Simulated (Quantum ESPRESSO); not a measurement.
# 2H-MoS2: a series in the number of layers, part 7 of 8

What law, if any, do the results for 2H-MoS2 follow against the number of layers?

Quantum ESPRESSO 7.5; plane-wave DFT, PBE-D3(BJ), GBRV ultrasoft pseudopotentials.

So far. Step 15 (Relaxation with pw.x, 5 layers): The relaxation lowers the energy by 38 meV an atom.

### Step 17. Self-consistent run, 5 layers: field 0.1 V/Å

m4.f1.in reads:

```
&control
  prefix = 'm4.f1'
  outdir = './out'
  pseudo_dir = './pseudo'
  calculation = 'scf'
  tprnfor = .true.
  tefield = .true.
  dipfield = .true.
/
&system
  ibrav = 0
  nat = 15
  ntyp = 2
  ecutwfc = 40
  ecutrho = 200
  vdw_corr = 'grimme-d3'
  dftd3_version = 4
  occupations = 'fixed'
  edir = 3
  emaxpos = 0.97
  eopreg = 0.04
  eamp = 0.00194469
  nbnd = 69
/
&electrons
  conv_thr = 1e-09
  mixing_beta = 0.4
  electron_maxstep = 120
  mixing_mode = 'plain'
  startingpot = 'file'
/
ATOMIC_SPECIES
  S   32.0600  s_pbe_v1.4.uspp.F.UPF
  Mo  95.9500  mo_pbe_v1.uspp.F.UPF
CELL_PARAMETERS angstrom
  3.18000000000000 0.00000000000000 0.00000000000000
  -1.59000000000000 2.75396078403451 0.00000000000000
  0.00000000000000 0.00000000000000 45.51298868999791
ATOMIC_POSITIONS crystal
  S   0.333333333300 0.666666666700 0.198298241100
  Mo  0.000000000000 0.000000000000 0.232521107400
  S   0.333333333300 0.666666666700 0.266717838100
  S   0.000000000000 0.000000000000 0.332071203000
  Mo  0.333333333300 0.666666666700 0.366265976400
  S   0.000000000000 0.000000000000 0.400462413800
  S   0.333333333300 0.666666666700 0.465806638600
  Mo  0.000000000000 0.000000000000 0.500000000000
  S   0.333333333300 0.666666666700 0.534193361400
  S   0.000000000000 0.000000000000 0.599537586200
  Mo  0.333333333300 0.666666666700 0.633734023600
  S   0.000000000000 0.000000000000 0.667928797000
  S   0.333333333300 0.666666666700 0.733282161900
  Mo  0.000000000000 0.000000000000 0.767478892600
  S   0.333333333300 0.666666666700 0.801701758900
K_POINTS automatic
  6 6 1 0 0 0
```

On the command line:

```sh
$ cp -r out/m4.f0.save out/m4.f1.save
$ OMP_NUM_THREADS=1 mpirun -n 8 pw.x -nk 2 -in m4.f1.in > m4.f1.out
```

The log of the run:

```text
[banner, memory and clock lines left out]
Program PWSCF v.7.5 starts
[...]
number of electrons       =       130.00
     number of Kohn-Sham states=           69
     kinetic-energy cutoff     =      40.0000  Ry
     charge density cutoff     =     200.0000  Ry
[...]
number of k points=    20
[...]
Dense  grid:   128793 G-vectors     FFT dimensions: (  27,  27, 400)
[...]
The initial density is read from file :
[...]
negative rho (up, down):  4.347E-03 0.000E+00
[...]
Starting wfcs are  105 randomized atomic wfcs
[...]
negative rho (up, down):  4.354E-03 0.000E+00
[...]
estimated scf accuracy    <       0.79055041 Ry
[...]
negative rho (up, down):  2.616E-03 0.000E+00
[...]
estimated scf accuracy    <   20666.79781185 Ry
[...]
negative rho (up, down):  2.517E-03 0.000E+00
[...]
estimated scf accuracy    <      70.60102478 Ry
[...]
negative rho (up, down):  2.472E-03 0.000E+00
[...]
estimated scf accuracy    <       0.32503066 Ry
[...]
negative rho (up, down):  2.450E-03 0.000E+00
[...]
estimated scf accuracy    <       0.27064096 Ry
[...]
negative rho (up, down):  2.472E-03 0.000E+00
[...]
estimated scf accuracy    <       0.01108700 Ry
[...]
negative rho (up, down):  2.465E-03 0.000E+00
[...]
estimated scf accuracy    <       0.30916672 Ry
[...]
negative rho (up, down):  2.453E-03 0.000E+00
[...]
estimated scf accuracy    <       0.30923251 Ry
[...]
negative rho (up, down):  2.463E-03 0.000E+00
[...]
estimated scf accuracy    <       0.01015134 Ry
[...]
negative rho (up, down):  2.473E-03 0.000E+00
[...]
estimated scf accuracy    <       0.00980439 Ry
[...]
negative rho (up, down):  3.005E-03 0.000E+00
[...]
estimated scf accuracy    <       0.00913151 Ry
[...]
negative rho (up, down):  2.976E-03 0.000E+00
[...]
estimated scf accuracy    <       0.28412654 Ry
[...]
negative rho (up, down):  3.063E-03 0.000E+00
[...]
estimated scf accuracy    <       0.00618154 Ry
[...]
negative rho (up, down):  3.156E-03 0.000E+00
[...]
estimated scf accuracy    <       0.27625315 Ry
[...]
negative rho (up, down):  3.022E-03 0.000E+00
[...]
estimated scf accuracy    <       0.27874003 Ry
[...]
negative rho (up, down):  3.467E-03 0.000E+00
[...]
estimated scf accuracy    <       0.00673125 Ry
[...]
negative rho (up, down):  3.985E-03 0.000E+00
[...]
estimated scf accuracy    <       0.00638047 Ry
[...]
negative rho (up, down):  4.000E-03 0.000E+00
[...]
estimated scf accuracy    <       0.00552377 Ry
[...]
negative rho (up, down):  3.978E-03 0.000E+00
[...]
estimated scf accuracy    <       0.00529757 Ry
[...]
negative rho (up, down):  3.997E-03 0.000E+00
[...]
estimated scf accuracy    <       0.00516686 Ry
[...]
negative rho (up, down):  4.217E-03 0.000E+00
[...]
estimated scf accuracy    <       0.00498793 Ry
[...]
negative rho (up, down):  4.435E-03 0.000E+00
[...]
estimated scf accuracy    <       0.00474621 Ry
[...]
negative rho (up, down):  4.538E-03 0.000E+00
[...]
estimated scf accuracy    <       0.00454239 Ry
[...]
negative rho (up, down):  7.554E-03 0.000E+00
[...]
estimated scf accuracy    <       0.00443711 Ry
[...]
negative rho (up, down):  4.970E-03 0.000E+00
[...]
estimated scf accuracy    <       0.01652284 Ry
[...]
negative rho (up, down):  4.936E-03 0.000E+00
[...]
estimated scf accuracy    <       0.00120401 Ry
[...]
negative rho (up, down):  4.648E-03 0.000E+00
[...]
estimated scf accuracy    <       0.00031690 Ry
[...]
negative rho (up, down):  4.504E-03 0.000E+00
[...]
estimated scf accuracy    <       0.00020199 Ry
[...]
negative rho (up, down):  4.307E-03 0.000E+00
[...]
estimated scf accuracy    <       0.00004094 Ry
[...]
negative rho (up, down):  4.329E-03 0.000E+00
[...]
estimated scf accuracy    <       0.00003481 Ry
[...]
negative rho (up, down):  4.319E-03 0.000E+00
[...]
estimated scf accuracy    <       0.00001116 Ry
[...]
negative rho (up, down):  4.332E-03 0.000E+00
[...]
estimated scf accuracy    <       0.00000334 Ry
[...]
negative rho (up, down):  4.322E-03 0.000E+00
[...]
estimated scf accuracy    <       0.00000167 Ry
[...]
negative rho (up, down):  4.329E-03 0.000E+00
[...]
estimated scf accuracy    <       0.00000035 Ry
[...]
negative rho (up, down):  4.329E-03 0.000E+00
[...]
estimated scf accuracy    <       0.00000044 Ry
[...]
negative rho (up, down):  4.332E-03 0.000E+00
[...]
estimated scf accuracy    <       0.00000010 Ry
[...]
negative rho (up, down):  4.337E-03 0.000E+00
[...]
estimated scf accuracy    <       0.00000002 Ry
[...]
negative rho (up, down):  4.340E-03 0.000E+00
[...]
estimated scf accuracy    <       0.00000003 Ry
[...]
negative rho (up, down):  4.343E-03 0.000E+00
[...]
estimated scf accuracy    <          8.7E-09 Ry
[...]
negative rho (up, down):  4.344E-03 0.000E+00
[...]
estimated scf accuracy    <          3.3E-09 Ry
[...]
negative rho (up, down):  4.346E-03 0.000E+00
[...]
Computed dipole along edir(3) :
        Dipole                0.2363 Ry au,          0.6005 Debye
        Dipole field          0.0011 Ry au,
        E field amplitude [Ha a.u.]:  1.9447E-03
        Potential amp.        0.1389 Ry
        Total length         82.5668 bohr
[...]
highest occupied, lowest unoccupied level (ev):     5.7700    6.4866
!    total energy              =    -939.06090738 Ry
     estimated scf accuracy    <          7.5E-10 Ry
[...]
one-electron contribution =  -11595.75196623 Ry
     hartree contribution      =    5828.29149679 Ry
     xc contribution           =    -181.51947133 Ry
     ewald contribution        =    5010.33690720 Ry
[...]
electric field correction =      -0.00065811 Ry
     convergence has been achieved in  41 iterations
     negative rho (up, down):  4.346E-03 0.000E+00
[...]
Total force =     0.001039     Total SCF correction =     0.000177
[...]
```

Run time: 4.3 min. Hardware: 8 MPI ranks of Arm Neoverse V2, shared host; peak memory 1.3 GiB; 35 min of CPU time.

This step gave:

```
free energy                          : -12776.5745 eV
dipole along the normal              : 0.1250 e·Å
valence top, on the run's zero       : 5.770 eV
conduction bottom, on the run's zero : 6.487 eV
gap by band count                    : 0.7166 eV
```

### Step 18. Relaxing the ions, 5 layers: field 0.1 V/Å

m4.r1.in is the input of step 17 with these lines changed:

```diff
@@ -1,9 +1,11 @@
 &control
-  prefix = 'm4.f1'
+  prefix = 'm4.r1'
   outdir = './out'
   pseudo_dir = './pseudo'
-  calculation = 'scf'
-  tprnfor = .true.
+  nstep = 90
+  forc_conv_thr = 6e-05
+  calculation = 'relax'
   tefield = .true.
   dipfield = .true.
+  etot_conv_thr = 1e-07
 /
@@ -22,10 +24,9 @@
   eamp = 0.00194469
-  nbnd = 69
 /
 &electrons
-  conv_thr = 1e-09
+  conv_thr = 1e-10
   mixing_beta = 0.4
   electron_maxstep = 120
-  mixing_mode = 'plain'
-  startingpot = 'file'
+/
+&ions
 /
```

On the command line:

```sh
$ OMP_NUM_THREADS=1 mpirun -n 8 pw.x -nk 2 -in m4.r1.in > m4.r1.out
```

The log of the run:

```text
[banner, memory and clock lines left out]
Program PWSCF v.7.5 starts
[...]
number of electrons       =       130.00
     number of Kohn-Sham states=           65
     kinetic-energy cutoff     =      40.0000  Ry
     charge density cutoff     =     200.0000  Ry
[...]
number of k points=    20
[...]
Dense  grid:   128793 G-vectors     FFT dimensions: (  27,  27, 400)
[...]
negative rho (up, down):  4.283E-03 0.000E+00
[...]
Starting wfcs are  105 randomized atomic wfcs
[...]
negative rho (up, down):  4.303E-03 0.000E+00
[...]
estimated scf accuracy    <       0.90305260 Ry
[...]
negative rho (up, down):  2.692E-03 0.000E+00
[...]
estimated scf accuracy    <   14087.98393082 Ry
[...]
negative rho (up, down):  2.438E-03 0.000E+00
[...]
estimated scf accuracy    <      31.18909213 Ry
[...]
negative rho (up, down):  2.365E-03 0.000E+00
[...]
estimated scf accuracy    <     131.38802966 Ry
[...]
negative rho (up, down):  2.214E-03 0.000E+00
[...]
estimated scf accuracy    <      13.61642239 Ry
[...]
negative rho (up, down):  2.168E-03 0.000E+00
[...]
estimated scf accuracy    <       2.36271943 Ry
[...]
negative rho (up, down):  2.201E-03 0.000E+00
[...]
estimated scf accuracy    <       0.06755638 Ry
[...]
negative rho (up, down):  2.220E-03 0.000E+00
[...]
estimated scf accuracy    <       0.05427254 Ry
[...]
negative rho (up, down):  2.278E-03 0.000E+00
[...]
estimated scf accuracy    <       0.03381360 Ry
[...]
negative rho (up, down):  2.332E-03 0.000E+00
[...]
estimated scf accuracy    <       0.03121829 Ry
[...]
negative rho (up, down):  2.493E-03 0.000E+00
[...]
estimated scf accuracy    <       0.03671552 Ry
[...]
negative rho (up, down):  2.508E-03 0.000E+00
[...]
estimated scf accuracy    <       0.03621427 Ry
[...]
negative rho (up, down):  2.422E-03 0.000E+00
[...]
estimated scf accuracy    <       0.02801090 Ry
[...]
negative rho (up, down):  2.633E-03 0.000E+00
[...]
estimated scf accuracy    <       0.08005387 Ry
[...]
negative rho (up, down):  2.726E-03 0.000E+00
[...]
estimated scf accuracy    <       0.00911733 Ry
[...]
negative rho (up, down):  3.068E-03 0.000E+00
[...]
estimated scf accuracy    <       0.02714179 Ry
[...]
negative rho (up, down):  3.389E-03 0.000E+00
[...]
estimated scf accuracy    <       0.00230960 Ry
[...]
negative rho (up, down):  3.519E-03 0.000E+00
[...]
estimated scf accuracy    <       0.00100698 Ry
[...]
negative rho (up, down):  3.828E-03 0.000E+00
[...]
estimated scf accuracy    <       0.00033121 Ry
[...]
negative rho (up, down):  3.991E-03 0.000E+00
[...]
estimated scf accuracy    <       0.00022686 Ry
[...]
negative rho (up, down):  4.225E-03 0.000E+00
[...]
estimated scf accuracy    <       0.00010762 Ry
[...]
negative rho (up, down):  4.287E-03 0.000E+00
[...]
estimated scf accuracy    <       0.00003097 Ry
[...]
negative rho (up, down):  4.293E-03 0.000E+00
[...]
estimated scf accuracy    <       0.00001310 Ry
[...]
negative rho (up, down):  4.339E-03 0.000E+00
[...]
estimated scf accuracy    <       0.00001451 Ry
[...]
negative rho (up, down):  4.350E-03 0.000E+00
[...]
estimated scf accuracy    <       0.00000763 Ry
[...]
negative rho (up, down):  4.327E-03 0.000E+00
[...]
estimated scf accuracy    <       0.00000174 Ry
[...]
negative rho (up, down):  4.333E-03 0.000E+00
[...]
estimated scf accuracy    <       0.00000076 Ry
[...]
negative rho (up, down):  4.341E-03 0.000E+00
[...]
estimated scf accuracy    <       0.00000040 Ry
[...]
negative rho (up, down):  4.347E-03 0.000E+00
[...]
estimated scf accuracy    <       0.00000027 Ry
[...]
negative rho (up, down):  4.349E-03 0.000E+00
[...]
estimated scf accuracy    <       0.00000010 Ry
[...]
negative rho (up, down):  4.348E-03 0.000E+00
[...]
estimated scf accuracy    <       0.00000004 Ry
[...]
negative rho (up, down):  4.349E-03 0.000E+00
[...]
estimated scf accuracy    <       0.00000001 Ry
[...]
negative rho (up, down):  4.348E-03 0.000E+00
[...]
estimated scf accuracy    <          4.9E-09 Ry
[...]
negative rho (up, down):  4.347E-03 0.000E+00
[...]
estimated scf accuracy    <          3.5E-09 Ry
[...]
negative rho (up, down):  4.347E-03 0.000E+00
[...]
estimated scf accuracy    <          1.6E-09 Ry
[...]
negative rho (up, down):  4.347E-03 0.000E+00
[...]
estimated scf accuracy    <          4.9E-10 Ry
[...]
negative rho (up, down):  4.346E-03 0.000E+00
[...]
highest occupied level (ev):     5.7700
!    total energy              =    -939.06090738 Ry
     estimated scf accuracy    <          7.0E-11 Ry
[...]
one-electron contribution =  -11595.75144868 Ry
     hartree contribution      =    5828.29098998 Ry
     xc contribution           =    -181.51948227 Ry
     ewald contribution        =    5010.33690720 Ry
[...]
electric field correction =      -0.00065792 Ry
     convergence has been achieved in  37 iterations
     negative rho (up, down):  4.346E-03 0.000E+00
[...]
Total force =     0.001041     Total SCF correction =     0.000037
[...]
negative rho (up, down):  4.346E-03 0.000E+00
[...]
negative rho (up, down):  4.346E-03 0.000E+00
[...]
estimated scf accuracy    <       0.00000016 Ry
[...]
negative rho (up, down):  4.346E-03 0.000E+00
[...]
estimated scf accuracy    <       0.00000132 Ry
[...]
negative rho (up, down):  4.346E-03 0.000E+00
[...]
estimated scf accuracy    <       0.00000001 Ry
[...]
negative rho (up, down):  4.346E-03 0.000E+00
[...]
estimated scf accuracy    <       0.00000003 Ry
[...]
negative rho (up, down):  4.346E-03 0.000E+00
[...]
estimated scf accuracy    <          9.7E-09 Ry
[...]
negative rho (up, down):  4.346E-03 0.000E+00
[...]
estimated scf accuracy    <          2.2E-09 Ry
[...]
negative rho (up, down):  4.346E-03 0.000E+00
[...]
estimated scf accuracy    <          1.2E-09 Ry
[...]
negative rho (up, down):  4.346E-03 0.000E+00
[...]
estimated scf accuracy    <          8.5E-10 Ry
[...]
negative rho (up, down):  4.346E-03 0.000E+00
[...]
estimated scf accuracy    <          2.0E-10 Ry
[...]
negative rho (up, down):  4.346E-03 0.000E+00
[...]
highest occupied level (ev):     5.7693
!    total energy              =    -939.06090796 Ry
     estimated scf accuracy    <          8.4E-11 Ry
[...]
one-electron contribution =  -11595.74440204 Ry
     hartree contribution      =    5828.28727248 Ry
     xc contribution           =    -181.51943936 Ry
     ewald contribution        =    5010.33353510 Ry
[...]
electric field correction =      -0.00065850 Ry
     convergence has been achieved in  10 iterations
     negative rho (up, down):  4.346E-03 0.000E+00
[...]
Total force =     0.000086     Total SCF correction =     0.000069
[...]
negative rho (up, down):  4.346E-03 0.000E+00
[...]
negative rho (up, down):  4.346E-03 0.000E+00
[...]
estimated scf accuracy    <          3.5E-09 Ry
[...]
negative rho (up, down):  4.346E-03 0.000E+00
[...]
estimated scf accuracy    <       0.00000003 Ry
[...]
negative rho (up, down):  4.346E-03 0.000E+00
[...]
estimated scf accuracy    <          3.5E-10 Ry
[...]
negative rho (up, down):  4.346E-03 0.000E+00
[...]
estimated scf accuracy    <          2.0E-10 Ry
[...]
negative rho (up, down):  4.346E-03 0.000E+00
[...]
estimated scf accuracy    <          8.1E-11 Ry
[...]
negative rho (up, down):  4.346E-03 0.000E+00
[...]
estimated scf accuracy    <          3.0E-11 Ry
[...]
negative rho (up, down):  4.346E-03 0.000E+00
[...]
estimated scf accuracy    <          3.4E-12 Ry
[...]
negative rho (up, down):  4.346E-03 0.000E+00
[...]
estimated scf accuracy    <          1.0E-12 Ry
[...]
negative rho (up, down):  4.346E-03 0.000E+00
[...]
Computed dipole along edir(3) :
        Dipole                0.2364 Ry au,          0.6010 Debye
        Dipole field          0.0011 Ry au,
        E field amplitude [Ha a.u.]:  1.9447E-03
        Potential amp.        0.1387 Ry
        Total length         82.5668 bohr
[...]
highest occupied level (ev):     5.7692
!    total energy              =    -939.06090797 Ry
     estimated scf accuracy    <          4.1E-13 Ry
[...]
one-electron contribution =  -11595.74114397 Ry
     hartree contribution      =    5828.28564197 Ry
     xc contribution           =    -181.51941523 Ry
     ewald contribution        =    5010.33188331 Ry
[...]
electric field correction =      -0.00065843 Ry
     convergence has been achieved in   9 iterations
     negative rho (up, down):  4.346E-03 0.000E+00
[...]
Total force =     0.000024     Total SCF correction =     0.000004
[...]
```

It took 5.8 min on 8 MPI ranks; peak memory 1.4 GiB; 46 min of CPU time.

No atom moved by 0.005 Å in the relaxation.

Numbers from this step:

| Item | Value |
| --- | --- |
| dipole along the normal | 0.1251 e·Å |
| valence top, on the run's zero | 5.769 eV |

(Part 7 of 8 ends here.)

[Logs are printed without paths, hosts, clocks, repeated set-up lines and the standing remarks that a program may print on its own settings, such as how far it seeks lower states.]

[Hosts, paths, dates, database ids (printed as entryN), source tags and the programs' standing remarks are cut or masked in the printed files.]

[Maps of the electrostatic potential energy from Ansatz leave out the sawtooth potential of an applied field or a dipole correction, so their vacuum need not be flat; planar profiles and work functions include it.]
